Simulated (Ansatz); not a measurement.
ZnO (zincite):

```xyz
4
Lattice="3.2493 0.0000 0.0000 -1.6247 2.8140 0.0000 0.0000 0.0000 5.2057" Properties=species:S:1:pos:R:3 pbc="T T T"
Zn    1.6247    0.9380    0.0000
Zn    0.0000    1.8760    2.6029
O     0.0000    1.8760    4.5759
O     1.6247    0.9380    1.9730
```

Base run:

- Program: Ansatz 0.2.0
- Functional: LDA
- Potentials or basis: Ansatz PAW
- Cutoff: 420 eV (not typed: the program's choice for these potentials)
- k mesh: 9 × 9 × 5
- Occupations: fermi-dirac, width 0.05 eV
- Spin: no spin polarisation

Its results: band gap on the k mesh 0.74 eV, direct; pressure -7.1 GPa; largest force 0.052 eV/Å.

Problem. The run is repeated on the same cell with these changes: functional from LDA to revPBE. What comes out?

Solution. Band gap on the k mesh 0.88 eV, direct; pressure 8.3 GPa; largest force 0.075 eV/Å.

revPBE binds less tightly than LDA, so the same cell stands under more pressure.

Caveats: the PAW data sets come from PBE, with cores solved anew for the run's functional, which leaves a small shift of forces and pressure.
